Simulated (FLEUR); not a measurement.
## Energy mapping worked by hand: free-standing square V monolayer, spacing 3.002 A

Aim: get Heisenberg couplings of free-standing square V monolayer, spacing 3.002 A from the energies of collinear orders, with pencil and paper, and test them on an order left out of the fit.

Program: FLEUR MaX-R8.1. Level of theory: PBEsol; all-electron FLAPW film, Dirac cores, scalar-relativistic bands. Results are calculated unless marked as measured.

## (1) The structure

The cell holds 1 atom: 1 V. Its edges and angles: a = 3.002 Å, b = 3.002 Å, c = 14.000 Å, α = 90.0°, β = 90.0°, γ = 90.0°. Model lattice. Vacuum lies along c.

## (2) The parallel order

All energies count from this run.

inpgen writes inp.xml from crystal.txt; cutoffs, mixing, functional, smearing and local orbitals are then set in the file. The k list default-1 (kpts.xml, not shown) is a Γ-centred 10×10×1 mesh; where the ranks do not divide the number of points, some are split in two of half the weight.

Input file inp.xml:

```
<?xml version="1.0" encoding="UTF-8" standalone="no"?>
<fleurInput fleurInputVersion="0.39">
   <comment>
      V
   </comment>
   <calculationSetup>
      <cutoffs Kmax="3.6" Gmax="10.8" GmaxXC="10.8" numbands="0"/>
      <scfLoop itmax="120" minDistance="0.00002" maxIterBroyd="15" imix="Anderson" alpha="0.03" precondParam="0.0" spinf="2.0" sdNocoIR="T"/>
      <coreElectrons ctail="T" frcor="F" kcrel="0" coretail_lmax="0"/>
      <xcFunctional name="PBEs" relativisticCorrections="F"/>
      <magnetism jspins="2"/>
      <soc l_soc="F" theta="0.0" phi="0.0" spav="F"/>
      <expertModes spex="0" secvar="F"/>
      <geometryOptimization l_f="F" forcealpha="1.0" forcemix="BFGS" epsdisp="0.00001" epsforce="0.00001"/>
      <ldaU l_linMix="F" mixParam="0.05" spinf="1.0"/>
   </calculationSetup>
   <cell>
      <bzIntegration valenceElectrons="13.0" mode="hist" fermiSmearingEnergy="0.00293995">
         <kPointListSelection listName="default-1"/>
         <xi:include xmlns:xi="http://www.w3.org/2001/XInclude" href="kpts.xml"> </xi:include>
      </bzIntegration>
      <xi:include xmlns:xi="http://www.w3.org/2001/XInclude" href="sym.xml"> </xi:include>
      <filmLattice scale="1.0" dVac="6.18" dTilda="8.68">
         <bravaisMatrixFilm>
            <row-1>    5.6729578260491991     0.0000000000000000</row-1>
            <row-2>    0.0000000000000000     5.6729578260491991</row-2>
         </bravaisMatrixFilm>
         <vacuumEnergyParameters vacuum="1" spinUp="-.25" spinDown="-.25"/>
      </filmLattice>
   </cell>
   <atomSpecies>
      <species name="Vanadium (1.500" element="V" atomicNumber="23">
         <mtSphere radius="2.69" gridPoints="889" logIncrement="0.014"/>
         <atomicCutoffs lmax="10" lnonsphr="8"/>
         <electronConfig flipSpins="F">
            <coreConfig>(1s1/2) (2s1/2) (2p1/2) (2p3/2)</coreConfig>
            <valenceConfig>(3s1/2) (3p1/2) (3p3/2) (4s1/2) (3d3/2) (3d5/2)</valenceConfig>
            <stateOccupation state="(3d3/2)" spinUp="0.6" spinDown="0.6"/>
            <stateOccupation state="(3d5/2)" spinUp="1.65" spinDown="0.15"/>
         </electronConfig>
         <energyParameters s="4" p="4" d="3" f="4"/>
         <lo type="SCLO" l="0" n="3" eDeriv="0"/>
         <lo type="SCLO" l="1" n="3" eDeriv="0"/>
      </species>
   </atomSpecies>
   <atomGroups>
      <atomGroup species="Vanadium (1.500">
         <filmPos label="                   1">.0000000000 .0000000000 .0000000000</filmPos>
         <force calculate="T" relaxXYZ="TTT"/>
      </atomGroup>
   </atomGroups>
   <output dos="F" band="F" slice="F">
      <bandDOS minEnergy="-.5*Htr" maxEnergy="0.5*Htr" sigma="0.015" storeEVData="T"/>
      <plotting iplot="0" polar="F">
         <plot TwoD="T" vec1="  1.0  0.0  0.0" vec2="  0.0  1.0  0.0" vec3="  0.0  0.0  1.0" zero="  0.0  0.0 -0.5" file="plot"/>
      </plotting>
      <moessbauerParams electricFieldGradient="F" isomerShift="F" coreHyperfine="F" valenceHyperfine="F"/>
   </output>
</fleurInput>
```

Input file crystal.txt:

```
V
&input film=T cartesian=F /
3.00200000000  0.00000000000  0.00000000000
0.00000000000  3.00200000000  0.00000000000
0.00000000000  0.00000000000  1.00000000000
1.8897261246
1.0 1.0 1.0

1
23 0.00000000000  0.00000000000  0.00000000000 : 1.500

&kpt div1=10 div2=10 div3=1 gamma=T /
```

The run is started by

```bash
$ OMP_NUM_THREADS=1 inpgen -f crystal.txt > inpgen.log  # inp.xml is then edited as shown
$ OMP_NUM_THREADS=1 mpirun -n 2 fleur_MPI > fleur.log
```

What it wrote:

```text
Welcome to FLEUR        (www.flapw.de)
      MaX-Release 8.1          (www.max-centre.eu)

 ========== k-point set info ==========
 Selected k-point list: default-1
 k-point list type: mesh
 0 x 0 x 0
 Number of k points: 22

 [... set-up left out ...]
 Iteration:     1   Distance:      11.36216298 me/bohr^3
 Iteration:     2   Distance:      11.23962724 me/bohr^3
 Iteration:     3   Distance:      10.78052407 me/bohr^3
 Iteration:     4   Distance:      10.89153807 me/bohr^3
 Iteration:     5   Distance:      10.29845029 me/bohr^3
[...]
<sumOfEigenvalues value="     -563.1364632693">
               <coreElectrons value="-547.9815167670"/>
               <valenceElectrons value="-15.1549465022"/>
            </sumOfEigenvalues>
         [... left out ...]
            <freeEnergy value="-948.1952175400"/>
            <extrapolationTo0K value="-948.1941118904"/>
         </totalEnergy>
         <densityConvergence units="me/bohr^3">
            <chargeDensity spin="1" distance="0.0000161839"/>
            <chargeDensity spin="2" distance="0.0000101946"/>
            <overallChargeDensity distance="0.0000191213"/>
            <spinDensity distance="0.0000191331"/>
         </densityConvergence>
      </iteration>
```

It took 2.2 min on 2 MPI ranks of Intel Xeon at 2.10GHz (Emerald Rapids), shared host; peak memory 0.16 GiB; 2.5 min of CPU time.

Spin moment in the muffin-tin sphere by atom:

| atom | spin moment in the muffin-tin sphere (μB) |
| --- | --- |
| V1 | 2.95 |

This step gave:

```yaml
free_energy: -25801.7063 eV
program_s_band_gap_on_this_mesh_in_a_metal_only_a_level_spacing: 0.02385 eV
magnetization: 3.513 μB
final_state: ferromagnetic
```

After 30 cycles the largest moment stands at 2.95 μB.

## (3) The orders used for the fit

The other orders were run with the same settings, on meshes that hold the same points. Free energies are divided by the number of V atoms; q is in fractions of the reciprocal vectors of the first run's cell.

| order | atoms | mesh | free energy (eV) | eV per V | largest moment (μB) |
| --- | --- | --- | --- | --- | --- |
| F + | 1 | 10×10×1 | -25801.7063 | -25801.7063 | 2.95 |
| AF q=(0,1/2,0) +- | 2 | 10×5×1 | -51603.6138 | -25801.8069 | 3.04 |

## (4) Counting neighbours

With E = −Σ J e_i·e_j over ordered pairs of unit vectors, turning a neighbour from parallel to opposed costs 2J a V atom. So an order lies 2 Σ n J over the parallel one, n being the opposed neighbours in each shell.

| shell | distance (Å) | neighbours | opposed in AF q=(0,1/2,0) +- | opposed in AF q=(1/2,1/2,0) +- |
| --- | --- | --- | --- | --- |
| J1 | 3.00 | 4 | 2 | 4 |
| J2 | 4.25 | 4 | 4 | 0 |

Only J1 is kept.

## (5) Solving

```
2 × 2 × J1 = -100.6 meV    (AF q=(0,1/2,0) +-)
J1 = -25.15 meV
```

## (6) The test

The couplings now give the orders that were left out:

```
2 × 4 × (-25.15) = -201.2 meV    (AF q=(1/2,1/2,0) +-)
```

The runs themselves:

| order | atoms | mesh | free energy (eV) | eV per V | largest moment (μB) | over the parallel order (meV) | foretold (meV) |
| --- | --- | --- | --- | --- | --- | --- | --- |
| AF q=(1/2,1/2,0) +- | 2 | 5×10×1 | -51603.3388 | -25801.6694 | 2.75 | +36.9 | -201.2 |

## (7) One more shell

One try is to add the next shell, though changing moments can also cause the miss. Both differences then fix both couplings, and no order is left for a test.

```
2 × 2 × J1 + 2 × 4 × J2 = -100.6 meV    (AF q=(0,1/2,0) +-)
2 × 4 × J1 = +36.9 meV    (AF q=(1/2,1/2,0) +-)
J1 = +4.61 meV
J2 = -14.88 meV
```

## (8) What came out

```yaml
effective_coupling_of_the_reversed_pairs_counted_on_j1_v_v_at_3p00_a: -25.1 meV
largest_miss_on_the_orders_left_out: 238 meV
j1_with_two_shells: 4.61 meV
j2_with_two_shells: -14.9 meV
```

What this shows: The model misses the order left out by 238 meV, 237 % of the largest distance from the parallel order, so it fails: these couplings alone don't describe the crystal. With the next shell added the couplings are J1 = +4.61 and J2 = -14.88 meV, untested. The largest moments of the orders differ by 9.5 % of the greatest. One difference fixes one number: it sums all reversed shells and need not be the coupling of the nearest one, even in sign.

[Logs and program files are shortened in this print: banners, set-up blocks, solver, clock and traceback lines can be left out without a mark of their own.]

[Logs are printed without paths, hosts, clocks, repeated set-up lines and the standing remarks that a program may print on its own settings, such as how far it seeks lower states.]

[Hosts, paths, dates, database ids (printed as entryN), source tags and the programs' standing remarks are cut or masked in the printed files.]

[Where a cell is said to come from a database of computed structures, the database is the Materials Project.]
